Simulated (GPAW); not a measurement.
# CdTe (F-43m) in GPAW: settings compared

One crystal, CdTe, is run at these levels: WC, TASK; tasks: equation of state, band structure.

Everything below comes from runs of GPAW 26.7.0. Logs are shortened: lines on timing, memory, paths and dates and some standing lists are left out, and cuts for length are marked. The log counts tension as positive stress, the text compression.

**Measured values to compare with.**

From “Multiscale insight into the Cd1-xZnxTe vibrational-mechanical properties -- High-pressure experiments and ab initio calculations”, 2023, arxiv:2306.14539, for a powder of CdTe: bulk modulus 42 ± 2 GPa.

From a printed reference work, data compilation, for a bulk crystal of CdTe at 0 K: band gap 1.607 eV.

The runs below are set against these values where they give the same quantity.

### Step 1. The crystal as given

Symmetry: F-43m, No. 216, cubic system. The conventional cell has a = 6.410 Å, b = 6.410 Å, c = 6.410 Å, α = 90.00°, β = 90.00°, γ = 90.00°. Around Te (site symmetry -43m) lie 4 Cd at 2.78 Å. Around Cd (site symmetry -43m) lie 4 Te at 2.78 Å.

### Step 2. Equation of state, WC

Input file run.py:

```python
from ase.eos import EquationOfState
from ase.io import Trajectory
from ase.spacegroup import crystal
from ase.units import GPa
from gpaw import GPAW, PW, setup_paths

setup_paths.insert(0, '.')

# Te 4c
# Cd 4a
atoms = crystal(['Te', 'Cd'],
                basis=[[0.25, 0.25, 0.25],
                       [0.0, 0.0, 0.0]],
                spacegroup=216, setting=1,  # F-43m
                cellpar=[6.41, 6.41, 6.41, 90.0, 90.0, 90.0],
                primitive_cell=True)

traj = Trajectory('eos.traj', 'w')
volumes, energies = [], []
for x in [0.94, 0.96, 0.98, 1.0, 1.02, 1.04, 1.06]:
    a = atoms.copy()
    a.set_cell(atoms.cell * x**(1 / 3), scale_atoms=True)
    calc = GPAW(mode=PW(600),
                xc='WC',
                kpts={'size': (6, 6, 6), 'gamma': True},
                occupations={'name': 'fermi-dirac', 'width': 0.05},
                nbands=18,
                convergence={'density': 1e-05, 'energy': 1e-05},
                maxiter=150,
                txt=f'eos-{x:.2f}.txt')
    a.calc = calc
    energies.append(a.get_potential_energy(force_consistent=True))
    volumes.append(a.get_volume())
    p = -a.get_stress()[:3].mean() / GPa
    calc.write(f'eos-{x:.2f}.gpw')
    traj.write(a)
    print(f'{x:.2f} {volumes[-1]:10.4f} A^3 {energies[-1]:14.6f} eV {p:9.3f} GPa', flush=True)

v0, e0, B = EquationOfState(volumes, energies, eos='birchmurnaghan').fit()
print(f'V0 = {v0:.4f} A^3, E0 = {e0:.6f} eV, B0 = {B / GPa:.2f} GPa')
```

Potentials or basis: PAW data sets generated in the run's folder for this functional, pw.

Run with:

```sh
> gpaw-setup -f WC Cd Te
> OMP_NUM_THREADS=1 python run.py
```

Log:

```text
__  _  _
 | _ |_)|_||  |
 |__||  | ||/\| - 26.7.0

Input parameters:
  mode=PW(ecut=600.0),
  convergence={'density': 1e-05, 'energy': 1e-05},
  kpts=MonkhorstPack(size=(6, 6, 6), gamma=True),
  maxiter=150,
  nbands=18,
  occupations=Occupations(name='fermi-dirac', width=0.05),
  xc=XC(name='WC')

Diagonalizing LCAO Hamiltonian
Converting LCAO to pw mode

            Te

       Cd

Atoms  # Å, Bohr magnetons
|   | symbol |        x |        y |        z |    initial magnetic moments |
|---|--------|----------|----------|----------|-----------------------------|
| 0 |     Te | 1.569787 | 1.569787 | 1.569787 | ( 0.0000,  0.0000,  0.0000) |
| 1 |     Cd | 0.000000 | 0.000000 | 0.000000 | ( 0.0000,  0.0000,  0.0000) |

Unit cell  # Å
| periodic |        x |        y |        z |  lengths |    angles |
|----------|----------|----------|----------|----------|-----------|
|      yes | 0.000000 | 3.139573 | 3.139573 | 4.440027 | 60.000000 |
|      yes | 3.139573 | 0.000000 | 3.139573 | 4.440027 | 60.000000 |
|      yes | 3.139573 | 3.139573 | 0.000000 | 4.440027 | 60.000000 |

Number of symmetries: 24
Symmetry operations  # r_c * U_cc + t_c -> r_c
|    | kind |            matrix            |
|----|------|------------------------------|
|  0 |  E   |  1, 0, 0,  0, 1, 0,  0, 0, 1 |
|  1 |  σ   |  1, 0, 0,  0, 0, 1,  0, 1, 0 |
|  2 |  σ   |  1, 0,-1,  0, 1,-1,  0, 0,-1 |
|  3 |  C3  |  1, 0,-1,  0, 0,-1,  0, 1,-1 |
|  4 |  C3  |  1,-1, 0,  0,-1, 1,  0,-1, 0 |
|  5 |  σ   |  1,-1, 0,  0,-1, 0,  0,-1, 1 |
|  6 |  σ   |  0, 1, 0,  1, 0, 0,  0, 0, 1 |
|  7 |  C3  |  0, 1, 0,  0, 0, 1,  1, 0, 0 |
|  8 |  C2  |  0, 1,-1,  1, 0,-1,  0, 0,-1 |
|  9 |  S4  |  0, 1,-1,  0, 0,-1,  1, 0,-1 |
| 10 |  C3  |  0, 0, 1,  1, 0, 0,  0, 1, 0 |
| 11 |  σ   |  0, 0, 1,  0, 1, 0,  1, 0, 0 |
| 12 |  S4  |  0, 0,-1,  1, 0,-1,  0, 1,-1 |
| 13 |  C3  |  0, 0,-1,  0, 1,-1,  1, 0,-1 |
| 14 |  S4  |  0,-1, 1,  1,-1, 0,  0,-1, 0 |
| 15 |  C2  |  0,-1, 1,  0,-1, 0,  1,-1, 0 |
| 16 |  C3  |  0,-1, 0,  1,-1, 0,  0,-1, 1 |
| 17 |  S4  |  0,-1, 0,  0,-1, 1,  1,-1, 0 |
| 18 |  S4  | -1, 1, 0, -1, 0, 1, -1, 0, 0 |
| 19 |  C3  | -1, 1, 0, -1, 0, 0, -1, 0, 1 |
| 20 |  C3  | -1, 0, 1, -1, 1, 0, -1, 0, 0 |
| 21 |  S4  | -1, 0, 1, -1, 0, 0, -1, 1, 0 |
| 22 |  σ   | -1, 0, 0, -1, 1, 0, -1, 0, 1 |
| 23 |  C2  | -1, 0, 0, -1, 0, 1, -1, 1, 0 |

BZ-sampling:
  Number of BZ points: 216
  Number of IBZ points: 16

  Monkhorst-Pack size: [6, 6, 6]
  Monkhorst-Pack shift: [0.08333333333333333, 0.08333333333333333, 0.08333333333333333]

K-points  # in reciprocal-cell coordinates
|     |                                coordinates |     weight |
|-----|--------------------------------------------|------------|
|   0 | (  0.00000000,   0.00000000,   0.00000000) | 0.00462963 |
|   1 | (  0.16666667,   0.16666667,   0.00000000) | 0.02777778 |
|   2 | (  0.16666667,   0.16666667,   0.16666667) | 0.03703704 |
|   3 | (  0.33333333,   0.16666667,   0.16666667) | 0.05555556 |
|   4 | (  0.33333333,   0.33333333,  -0.33333333) | 0.05555556 |
|   5 | (  0.33333333,   0.33333333,   0.00000000) | 0.02777778 |
|   6 | (  0.33333333,   0.33333333,   0.16666667) | 0.11111111 |
|   7 | (  0.33333333,   0.33333333,   0.33333333) | 0.03703704 |
|   8 | (  0.50000000,   0.33333333,  -0.33333333) | 0.11111111 |
|   9 | (  0.50000000,   0.33333333,  -0.16666667) | 0.05555556 |
| ... |                                            |            |
|  15 | (  0.50000000,   0.50000000,   0.50000000) | 0.01851852 |

Plane wave coefficients: 2085
Cutoff: 600.0 eV

Spin-components: 1 (collinear spins)
Bands:           18
Projectors:      11
Spin-degeneracy: 2
Datatype:        complex128

Parallelization:
  kpt:    1
  domain: 1
  band:   1

Density:
  Valence electrons: 18.0
  Components: 1
  Grid points: [27 27 27]
  Charge: 0.0  # |e|

Potential:
  Grid points: [27 27 27]

species:
  Te:
    name:    Tellurium
    Z:       52.0
    valence: 6
    core:    46
    charge:  0.0  # [|e|]
    compensation charges:
      type: gauss
      rc: 0.36  # [Å]
      lmax: 2
    cutoffs:
      filter: 2.09  # [Å]
      core: 3.17  # [Å]
    projectors
    | kind |    occ | energy [eV] | rcut [Å] |
    |------|--------|-------------|----------|
    |   5s |  2.000 |     -15.141 |    1.180 |
    |   5p |  4.000 |      -5.970 |    1.196 |
    |    s |        |      12.070 |    1.180 |
    |    p |        |      21.241 |    1.196 |
    |    d |        |       0.000 |    1.238 |

    Using partial waves for Te as LCAO basis

  Cd:
    name:    Cadmium
    Z:       48.0
    valence: 12
    core:    36
    charge:  0.0  # [|e|]
    compensation charges:
      type: gauss
      rc: 0.38  # [Å]
      lmax: 2
    cutoffs:
      filter: 2.12  # [Å]
      core: 2.62  # [Å]
    projectors
    | kind |    occ | energy [eV] | rcut [Å] |
    |------|--------|-------------|----------|
    |   5s |  2.000 |      -5.701 |    1.191 |
    |   5p |  0.000 |      -1.124 |    1.228 |
    |   4d | 10.000 |     -11.728 |    1.164 |
    |    s |        |      21.510 |    1.191 |
    |    p |        |      26.088 |    1.228 |
    |    d |        |      15.483 |    1.164 |

    Using partial waves for Cd as LCAO basis

Reference energy: -336923.224001  # eV

eigensolver:
  PPCG
  Converge bands: occupied
  niter=2

density mixing:
  MSR1-Mixer
  Pratt-step length: 0.05
  Maximum mixing coefficient: 0.75
  Old densities: 10
  SVD Regularization: 0.005
  Good broyden scale: 1.0
  Trust region scale: 1.0
  Backstep threshold: 4.0
  History deletion threshold: 6.0
  Fourier metric: weight=20.0, sigma=0.015

occupation numbers:
  Fermi-Dirac:
    width: 0.0500  # eV

poisson solver:
  ecut: 4800.0  # eV

xc functional:
  name: WC with 2 nearest neighbor stencil

convergence criteria:
- Maximum integral of absolute [dens]ity change: 1e-05 electrons / valence electron
- Maximum [total energy] change in last 3 cyles: 1e-05 eV / valence electron
- Maximum integral of absolute [eigenst]ate change: 4e-08 eV^2 / valence electron
maximum number of iterations: 150

SCF iterations
|iter     | |      energy | eigst |  dens |
|---------|-|-------------|-------|-------|
|iter:   1| |   -5.804278 | -0.30 |       |
|iter:   2| |   -5.761137 | -2.37 | -1.28 |
|iter:   3| |   -5.589409 | -1.77 | -1.32 |
|iter:   4| |   -5.585592 | -3.38 | -1.78 |
|iter:   5| |   -5.584797 | -3.81 | -2.23 |
|iter:   6| |   -5.584804 | -5.43 | -3.00 |
|iter:   7| |   -5.584806c| -6.80 | -3.66 |
|iter:   8| |   -5.584806c| -7.92c| -4.35 |
|iter:   9| |   -5.584806c| -8.61c| -5.40c|

Converged in 9 steps
Energy contributions relative to reference atoms: (reference = -336923.224001)

Energy contributions:
  Kinetic:          24.123241
  Coulomb:         -21.496727
  Zero:              0.235062
  External:          0.000000
  Xc:               -8.446381
  Entropy:          -0.000002
  Spinorbit:         0.000000
  ----------------------------
  Free energy:      -5.584807
  Extrapolated:     -5.584806

dipole moment: (-25.582404, -25.582404, -25.582404)  # |e|*Ang

Fermi level: 5.116
Eigenvalues  # (at kpt = [0.000, 0.000, 0.000])
| band index |      eig [eV] | occ [0-2] |
|------------|---------------|-----------|
|          0 |        -7.174 |     2.000 |
|          1 |        -3.971 |     2.000 |
|          2 |        -3.971 |     2.000 |
|          3 |        -3.971 |     2.000 |
|          4 |        -3.627 |     2.000 |
|          5 |        -3.627 |     2.000 |
[... 10 lines left out ...]
|         16 |        14.592 |     0.000 |
|         17 |        14.592 |     0.000 |

Gap: 0.910 eV
Transition (v -> c):
  (s=0, k=0, n=8, [0.00, 0.00, 0.00]) -> (s=0, k=0, n=9, [0.00, 0.00, 0.00])
No difference between direct/indirect transitions

Stress tensor  # eV/Ang^3
|         x |         y |         z |
|-----------|-----------|-----------|
| -0.029760 | -0.000000 | -0.000000 |
| -0.000000 | -0.029760 |  0.000000 |
| -0.000000 |  0.000000 | -0.029760 |

# Writing to eos-0.94.gpw (mode='')
```

stdout:

```text
0.94    61.8931 A^3      -5.584807 eV     4.768 GPa
0.96    63.2099 A^3      -5.618735 eV     3.483 GPa
0.98    64.5268 A^3      -5.642663 eV     2.335 GPa
1.00    65.8437 A^3      -5.657680 eV     1.311 GPa
1.02    67.1606 A^3      -5.664727 eV     0.396 GPa
1.04    68.4774 A^3      -5.664663 eV    -0.421 GPa
1.06    69.7943 A^3      -5.658254 eV    -1.151 GPa
V0 = 67.8008 A^3, E0 = -5.665536 eV, B0 = 42.12 GPa
```

Run time: 2.4 min. Hardware: 1 thread of Intel Xeon Platinum 8375C at 2.90GHz (Ice Lake), shared host; peak memory 0.28 GiB.

What came out:

```
Equilibrium volume                      : 33.90 Å³/atom
Bulk modulus                            : 42 GPa
Pressure derivative of the bulk modulus : 4.8
```

Energy against volume, from the lowest point:
| volume (Å³/atom) | energy (meV/atom) |
| --- | --- |
| 30.947 | 39.96 |
| 31.605 | 23.00 |
| 32.263 | 11.03 |
| 32.922 | 3.52 |
| 33.580 | 0.00 |
| 34.239 | 0.03 |
| 34.897 | 3.24 |

The run has no spin-orbit coupling, so splittings on Te are missing.

### Step 3. Band structure, TASK, spin-orbit coupling, no magnetisation

Input file run.py:

```python
import numpy as np
from ase import Atoms
from ase.dft.bandgap import bandgap
from ase.io import write
from ase.units import GPa
from gpaw import GPAW, PW
from gpaw.spinorbit import soc_eigenstates

atoms = Atoms(['Te', 'Cd'],
              cell=[[0.0, 3.205, 3.205],
                    [3.205, 0.0, 3.205],
                    [3.205, 3.205, 0.0]],
              scaled_positions=[[0.75, 0.75, 0.75],
                                [0.0, 0.0, 0.0]],
              pbc=True)

calc = GPAW(mode=PW(600),
            xc='MGGA_X_TASK+LDA_C_PW',
            kpts={'size': (6, 6, 6), 'gamma': True},
            occupations={'name': 'fermi-dirac', 'width': 0.05},
            nbands=18,
            convergence={'density': 1e-05, 'energy': 1e-05},
            maxiter=150,
            txt='gpaw.txt')
atoms.calc = calc
energy = atoms.get_potential_energy()
forces = atoms.get_forces()
stress = atoms.get_stress()
calc.write('gs.gpw')
write('result.traj', atoms)
print(f'Energy: {energy:.6f} eV')
print('Forces (eV/A):')
print(forces.round(4))
print('Stress (GPa):', (stress / GPa).round(3))
print('Fermi level:', round(calc.get_fermi_level(), 4), 'eV')
print(f'Gap: {bandgap(calc)[0]:.4f} eV, direct: {bandgap(calc, direct=True)[0]:.4f} eV')

path = atoms.cell.bandpath('GXWKGLUWLK,UX', npoints=60, eps=1e-4)
bs_calc = calc.fixed_density(kpts=path, symmetry='off', nbands=31,
                             convergence={'bands': 'CBM+6.0', 'eigenstates': 1e-6}, txt='bands.txt')
bs = bs_calc.band_structure()
bs.write('bs.json')
print(f'Gap on the path: {bandgap(bs_calc)[0]:.4f} eV')

soc = soc_eigenstates(bs_calc, theta=0, phi=0, ignore_xc_potential=True)
np.savetxt('soc_bands.dat', soc.eigenvalues(), fmt='%.4f')
mesh = soc_eigenstates('gs.gpw', theta=0, phi=0, ignore_xc_potential=True)
np.savetxt('soc_mesh.dat', mesh.eigenvalues(), fmt='%.4f')
print('Fermi level with spin-orbit coupling:', round(mesh.fermi_level, 4), 'eV')
```

Potentials or basis: GPAW PAW data sets (gpaw-data 1.2.1), pw.

Run with:

```sh
> OMP_NUM_THREADS=1 python run.py
```

It took 4 min on 1 thread of Intel Xeon Platinum 8375C at 2.90GHz (Ice Lake), shared host; peak memory 0.44 GiB.

Results (log left out):

- Free energy: 44.8338 eV
- Pressure: 7.3 GPa
- Band gap on the k mesh: 1.82 eV, direct
- Band gap along the path: 1.82 eV, direct

Levels at the corners of the path, in eV from the valence-band top:
```
point  band 14  band 15  band 16  band 17  band 18  band 19  band 20  band 21  band 22  band 23
    Γ    -0.94     0.00     0.00     0.00     0.00     1.82     1.82     5.17     5.17     5.56
    X    -5.04    -2.64    -2.64    -2.25    -2.25     3.35     3.35     3.55     3.55    10.65
    W    -4.76    -3.23    -2.71    -2.70    -2.66     4.75     5.14     5.73     5.78     6.74
    K    -4.79    -3.35    -3.00    -2.07    -2.03     3.66     3.73     5.37     5.55     8.66
    Γ    -0.94     0.00     0.00     0.00     0.00     1.82     1.82     5.17     5.17     5.56
    L    -5.20    -1.49    -1.49    -0.92    -0.92     2.62     2.62     6.02     6.02     6.18
    U    -4.79    -3.35    -3.00    -2.07    -2.03     3.66     3.73     5.37     5.55     8.66
    W    -4.76    -3.23    -2.71    -2.70    -2.66     4.75     5.14     5.73     5.78     6.74
    L    -5.20    -1.49    -1.49    -0.92    -0.92     2.62     2.62     6.02     6.02     6.18
    K    -4.79    -3.35    -3.00    -2.07    -2.03     3.66     3.73     5.37     5.55     8.66
    U    -4.79    -3.35    -3.00    -2.07    -2.03     3.66     3.73     5.37     5.55     8.66
    X    -5.04    -2.64    -2.64    -2.25    -2.25     3.35     3.35     3.55     3.55    10.65
```

Caveat: spin-orbit coupling was added after a scalar SCF, so levels and gaps hold it while energy, forces, pressure and moments don't; this program's spin-orbit splittings come out too wide for heavy elements; the PAW data sets were made with another functional, which shifts forces and pressure a little.

### Step 4. How close it comes

Step 2. Measured bulk modulus of CdTe: 42 GPa (powder; quoted in “Multiscale insight into the Cd1-xZnxTe vibrational-mechanical properties -- High-pressure experiments and ab initio calculations”, 2023, arxiv:2306.14539). This calculation gives 42 GPa (+0.3 %). The fit is for a static lattice scaled at fixed shape and fixed fractional positions.

Step 3. Against the measured gap of CdTe, 1.607 eV (0 K; a printed reference work, data compilation), the calculated 1.82 eV is off by +0.21 eV. The value is that of TASK, without temperature or zero-point motion.
